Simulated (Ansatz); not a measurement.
The structure comes from a relaxation in the same program, started in the sc type, and has space group Pm-3m. Whether it is a known phase or the ground state wasn't checked.

An input for Nb and the output that it gave: DFT, PBE, all-electron LAPW, scalar-relativistic (Ansatz 0.2.0).

```yaml
crystal:
  lattice:
    - [2.716758379, 0.0, 0.0]
    - [0.0, 2.716758379, 0.0]
    - [0.0, 0.0, 2.716758379]
  atoms:
    - { symbol: Nb, position: [0.0, 0.0, 0.0] }
kpoints:
  mp_grid: { grid: [13, 13, 13] }
  band_path:
    path:
      - [0.0, 0.0, 0.0]
      - [0.0, 0.5, 0.0]
      - [0.5, 0.5, 0.0]
      - [0.0, 0.0, 0.0]
      - [0.5, 0.5, 0.5]
      - [0.0, 0.5, 0.0]
      - [0.5, 0.5, 0.5]
      - [0.5, 0.5, 0.0]
    npoints: 8
scf:
  occupations: { method: fermi_dirac, width: 0.03 }
hamiltonian:
  xc: pbe
  pseudopotentials: { kind: all_electron, lapw: { basis_error: 0.0005 } }
output:
  forces: true
  stress: true
  eigenvalues: true
  populations: true
  dos: { projected: true, de: 0.2, e_range: [-14, 8] }
```

The log:

```
Nb: projections on atomic orbitals take those of the free atom 1s2 2s2 2p6 3s2 3p6 3d10 4s2 4p6 4d4 5s1, of charge +0.00 (hamiltonian.pseudopotentials.projection_atoms)
LAPW: plane waves up to 8.315 Å⁻¹, error target 5.0e-4 eV per atom; small_component_spin mean_spin; Nb in spheres of 1.358 Å, 29 of its electrons in bands, Dirac shells []
Engine: ansatz 0.2.0
Pseudopotentials: kind: all_electron
Pseudopotential: Nb, LAPW, valence charge 29, Koelling and Harmon's equation, gaussian nucleus
Functional definition: PBE
  parameter kappa = 0.804
  parameter beta = 0.06672455060314922
  exchange = pbe_x(kappa = kappa, mu = beta*pi^2/3)
  correlation = pbe_c(beta = beta)
Crystal: 1 atoms, lattice volume = 20.052 Å³
Basis set: ecut = 263.4376546387691 eV, 179 PW (Γ), exchange–correlation at level 2
Bands: 19, of which v1, the nominal top of the filled ones, is band 15 counted from 1 (14 counted from 0)
Symmetry: 48 space group operations
Space group: Pm-3m (ITA 221), of the structure as read, at distance tolerance 2.7e-5 Å
k-points: 84 of 2197
Non-local potential: Nb, projectors of the file, none
Initial density: superposition of atomic densities (chi_scale 0.1, normalization cell)
Initial wavefunctions: plane waves of lowest kinetic energy (no species holds an atomic orbital)
Functional: x = pbe(κ = 0.804, μ = 0.2195149727645171), c = pbe(β = 0.06672455060314922)
iter 1 solved again at ethr=9.37e-4 eV; its pass at ethr=1.00e-1 eV (dr2=2.72e-1 eV) is discarded
SCF iter   1: F=—  HF=-103945.050980 eV  |F-HF|=—  |Δ(HF+E_count)|=         —  Δρ=3.97e-2  dr2=2.73e-1  ethr=9.37e-4  ⟨swp⟩=2.5  Hψ=9792  notcnv=0
preconditioner: auto → none  [metal: Δε(μ)=0.032 eV  Ē_g=6.918 eV  σ=0.030 eV  W_gap=0.26  n_scr=6 (ndim 8)  ℏωp=18.5 eV  f_vac=0.000  D(μ)=1.34/eV (n_scr^D=18)  sad-step TF]
SCF iter   2: F=—  HF=-103944.758462 eV  |F-HF|=—  |Δ(HF+E_count)|=   2.93e-1  Δρ=2.01e-2  dr2=6.72e-2  ethr=9.37e-4  ⟨swp⟩=2.4  Hψ=4993  notcnv=0
SCF iter   3: F=—  HF=-103944.745026 eV  |F-HF|=—  |Δ(HF+E_count)|=   1.34e-2  Δρ=6.82e-3  dr2=6.86e-3  ethr=2.32e-4  ⟨swp⟩=2.0  Hψ=4950  notcnv=0
iter 4 solved again at ethr=1.35e-7 eV; its pass at ethr=2.36e-5 eV (dr2=3.91e-5 eV) is discarded
SCF iter   4: F=—  HF=-103944.746615 eV  |F-HF|=—  |Δ(HF+E_count)|=         —  Δρ=6.38e-4  dr2=3.91e-5  ethr=1.35e-7  ⟨swp⟩=2.9  Hψ=7996  notcnv=0
the basis was enlarged: its passes take 893.6 KiB over the memory plan, 1 of 1 planned eigensolver slots
SCF iter   5: F=—  HF=-103944.746587 eV  |F-HF|=—  |Δ(HF+E_count)|=   2.84e-5  Δρ=1.13e-4  dr2=1.17e-6  ethr=1.35e-7  ⟨swp⟩=3.0  Hψ=4713  notcnv=0
SCF iter   6: F=-103944.746587 eV  HF=-103944.746587 eV  |F-HF|=5.95e-9  |Δ(HF+E_count)|=   5.67e-7  Δρ=5.90e-6  dr2=6.52e-9  ethr=4.04e-9  ⟨swp⟩=2.8  Hψ=4675  notcnv=0
SCF 1 converged in 6 iterations: F = -103944.746587 eV  dr2 = 6.52e-9
NSCF: frozen V_eff on 57 k-points
SCF converged after 6 iterations
Free energy (F): -103944.746587 eV
Harris-Foulkes:  -103944.746587 eV  (|F-HF|=5.95e-9)
Internal energy: -103944.744127 eV  (E = F + TS)
E sigma→0 (E₀):  -103944.745357 eV
Entropy (-TS):   -0.002460 eV (-2.460 meV/atom)
Fermi energy:    17.714800 eV
--- Per-component energies (eV) ---
  E_band       = -3766.287719
  E_kinetic    = 107539.464674
  E_xc         = -3239.890130
  E_electrostatic = -208244.318672  (all electrons and nuclei)
  E_smearing   = -0.002460  (= −TS)
  E_closure    = 0.000000  (closes the sum)
  E_atoms      = -103935.548123  (free atoms, spherical and without spin; not in F)
  Σ components = -103944.746587   (vs F -103944.746587, Δ=0.00e0)
  Basis errors (estimates in eV, not in F): energy 1.6e-4 per atom: plane waves 1.5e-4 (8.2e-5 summed), levels above the bands 4.6e-157, relativity 4.0e-8, radial functions 1.7e-5, core shells 5.4e-7; eigenvalues (radial functions only) 6.1e-7; not estimated: angular momenta, meshes, grids; target (lapw.basis_error) 5.0e-4; muffin-tin radii Nb 1.358 Å
--- Forces (eV/Å), atoms counted from 1 ---
  atom   1  Nb    -0.00000000    -0.00000000    -0.00000000
  max |Σ_I F_I| component: 8.22e-32 eV/Å
--- Stress (GPa, compression-positive) ---
       -0.005823      -0.000000      -0.000000
       -0.000000      -0.005823       0.000000
       -0.000000       0.000000      -0.005823
  P = ⅓ Tr σ = -0.0058 GPa (-0.058 kbar)
--- Band table (eV; the first three rows and the last of 84) ---
  k-point 0: bands = ["-324.9840", "-324.9840", "-324.9840", "-174.5720", "-174.5720", "-174.5720", "-174.5423", "-174.5423", "-36.9491", "-12.2453", "-12.2453", "-12.2453", "12.1318", "14.9079", "14.9079", "22.8017", "22.8017", "22.8017", "32.2918"]
  k-point 1: bands = ["-324.9840", "-324.9840", "-324.9840", "-174.5720", "-174.5720", "-174.5720", "-174.5423", "-174.5423", "-36.9385", "-12.3354", "-12.2376", "-12.2376", "12.3011", "14.9532", "15.0972", "22.5367", "22.5367", "22.8201", "31.4798"]
  k-point 2: bands = ["-324.9840", "-324.9840", "-324.9840", "-174.5720", "-174.5720", "-174.5720", "-174.5423", "-174.5423", "-36.9090", "-12.5802", "-12.2164", "-12.2164", "12.7550", "15.0820", "15.6579", "21.8841", "21.8841", "22.8717", "29.8814"]
  k-point 83: bands = ["-324.9840", "-324.9840", "-324.9840", "-174.5720", "-174.5720", "-174.5720", "-174.5422", "-174.5422", "-36.4094", "-13.2795", "-13.2768", "-13.2768", "15.2147", "15.3095", "15.3095", "24.7688", "24.7688", "25.3061", "29.4229"]
--- Löwdin populations: 1 site ---
  site symbol       q [e]
     0     Nb     40.9558
  spilling = 0.001079 (of n_electrons = 41.000000)
```

Spin polarisation is left out, and whether a magnetic state lies lower isn't shown here.
